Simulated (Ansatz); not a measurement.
Here is an Ansatz 0.2.0 calculation.

File input.yaml:

```yaml
crystal:
  lattice:
    - [0.0, 2.955, 2.955]
    - [2.955, 0.0, 2.955]
    - [2.955, 2.955, 0.0]
  atoms:
    - { symbol: Pt, position: [0.0, 0.0, 0.0] }
    - { symbol: Al, position: [0.75, 0.75, 0.75] }
    - { symbol: Al, position: [0.25, 0.25, 0.25] }
kpoints:
  mp_grid: { grid: [8, 8, 8] }
  band_path:
    path:
      - [0.0, 0.0, 0.0]
      - [0.5, 0.0, 0.5]
      - [0.5, 0.25, 0.75]
      - [0.375, 0.375, 0.75]
      - [0.0, 0.0, 0.0]
      - [0.5, 0.5, 0.5]
      - [0.625, 0.25, 0.625]
      - [0.5, 0.25, 0.75]
    npoints: 10
scf:
  occupations: { method: fermi_dirac, width: 0.05 }
hamiltonian:
  xc: pbesol
  pseudopotentials: { kind: all_electron, lapw: { basis_error: 0.002 } }
output:
  forces: true
  stress: true
  eigenvalues: true
```

Potentials or basis: all-electron LAPW, scalar-relativistic.

Command:

```sh
$ ansatz run input.yaml --threads 2 --pin off --max-ram 8192MiB --backend cpu --events-out ev --progress --plain --runs-dir out
```

Problem. Predict the band gap along the path.

Solution. None (metal or under the smearing width).

Problem. Predict the pressure.

Solution. -0.9 GPa.

Levels at the corners of the path, in eV from the Fermi level:
| point | band 31 | band 32 | band 33 | band 34 | band 35 | band 36 |
| --- | --- | --- | --- | --- | --- | --- |
| Γ | 3.00 | 3.84 | 3.84 | 3.84 | 5.46 | 5.46 |
| X | -3.17 | -1.57 | -1.57 | 3.20 | 3.36 | 8.12 |
| W | -2.75 | -2.75 | -0.86 | 5.24 | 5.24 | 6.16 |
| K | -3.02 | -1.97 | -0.58 | 3.32 | 5.43 | 6.80 |
| Γ | 3.00 | 3.84 | 3.84 | 3.84 | 5.46 | 5.46 |
| L | -3.45 | 1.05 | 1.05 | 3.76 | 5.19 | 5.19 |
| U | -3.02 | -1.97 | -0.58 | 3.32 | 5.43 | 6.80 |
| W | -2.75 | -2.75 | -0.86 | 5.24 | 5.24 | 6.16 |

Caveat: spin-orbit coupling is left out, which moves the levels of the heavy elements.
